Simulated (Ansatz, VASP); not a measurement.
# Two plane-wave programs on ZrC

```
Zr C
1.0
     0.00000    2.35440    2.35440
     2.35440    0.00000    2.35440
     2.35440    2.35440    0.00000
Zr C
1 1
Direct
  0.50000 0.50000 0.50000
  0.00000 0.00000 0.00000
```

Alike in both runs: task relaxation of cell and atoms; functional LDA; k mesh 16 × 16 × 16; occupations gaussian, width 0.1 eV; no spin polarisation.

|  | VASP | Ansatz |
| --- | --- | --- |
| version | VASP 6.6.1 | Ansatz 0.2.0 |
| potentials or method | VASP PAW LDA potentials, release 64 (Zr_sv, C) | scalar-relativistic, plane waves, PAW |
| plane-wave cutoff (eV) | 600 | 420 |
| valence electrons in the cell | 16 | 16 |

VASP gave:

```
gap on the k mesh at the Fermi level, each at its own relaxed structure (eV) : none
relaxed volume (Å³/atom)                                                     : 12.53
relaxed cell length with the largest relative difference (Å)                 : 3.284
energy change over the relaxation (meV/atom)                                 : -16
```

Task: What did Ansatz give for the same quantities?

Result: gap on the k mesh at the Fermi level, each at its own relaxed structure (eV): none; relaxed volume (Å³/atom): 12.50; relaxed cell length with the largest relative difference (Å): 3.282; energy change over the relaxation (meV/atom): -18.

A gap of «none» marks a metal or a gap that the smearing closes.

LDA usually gives volumes a few per cent too small. Zero-point motion and thermal expansion aren't in these numbers.
